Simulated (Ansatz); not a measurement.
Deforming AlN

```yaml
crystal:
  lattice:
    - [0.00000, 1.97800, 1.97800]
    - [1.97800, 0.00000, 1.97800]
    - [1.97800, 1.97800, 0.00000]
  atoms:
    - { symbol: Al, position: [0.00000, 0.00000, 0.00000] }
    - { symbol: N, position: [0.50000, 0.50000, 0.50000] }
```

Atom numbers follow the list: Al1, N2.

The geometry is COD entry 1523095, unchecked; take it as a test cell.

Theory: DFT, LDA, all-electron LAPW, scalar-relativistic in Ansatz 0.2.0.

The runs use a Γ-centred 10×10×10 k mesh, Fermi–Dirac smearing of 0.02 eV, basis error target 1 meV/atom, no spin polarisation.

The unchanged cell is at 12.45 GPa.

Semilocal functionals give too small gaps.

x, y and z are the Cartesian axes of the cell as listed; fractional coordinates follow a strain, and an engineering shear is twice the off-diagonal strain component.

Task: One change gave: energy change +10 meV/atom; stress change (xx, yy, zz, yz, xz, xy) 0.17, 0.17, 0.17, 6.70, 6.70, 6.70 GPa, compression positive; gap on the k mesh 5.09 → 4.47 eV. Which change was it?
A. equal xy, yz and zx engineering shear strains of +1 %
B. equal xy, yz and zx engineering shear strains of -1 %
C. equal xy, yz and zx engineering shear strains of +3 %
D. equal xy, yz and zx engineering shear strains of +2 %
E. equal xy, yz and zx engineering shear strains of -3 %
F. equal xy, yz and zx engineering shear strains of -2 %

Result: F. For equal xy, yz and zx engineering shear strains of -3 %: energy change +22 meV/atom; stress change (xx, yy, zz, yz, xz, xy) 0.37, 0.37, 0.37, 9.90, 9.90, 9.90 GPa, compression positive; gap on the k mesh 5.09 → 4.17 eV. For equal xy, yz and zx engineering shear strains of -1 %: energy change +3 meV/atom; stress change (xx, yy, zz, yz, xz, xy) 0.04, 0.04, 0.04, 3.40, 3.40, 3.40 GPa, compression positive; gap on the k mesh 5.09 → 4.78 eV. For equal xy, yz and zx engineering shear strains of +2 %: energy change +10 meV/atom; stress change (xx, yy, zz, yz, xz, xy) 0.17, 0.17, 0.17, -7.09, -7.09, -7.09 GPa, compression positive; gap on the k mesh 5.09 → 4.61 eV. For equal xy, yz and zx engineering shear strains of +1 %: energy change +3 meV/atom; stress change (xx, yy, zz, yz, xz, xy) 0.04, 0.04, 0.04, -3.50, -3.50, -3.50 GPa, compression positive; gap on the k mesh 5.09 → 4.85 eV. For equal xy, yz and zx engineering shear strains of +3 %: energy change +23 meV/atom; stress change (xx, yy, zz, yz, xz, xy) 0.38, 0.38, 0.38, -10.77, -10.77, -10.77 GPa, compression positive; gap on the k mesh 5.09 → 4.36 eV.
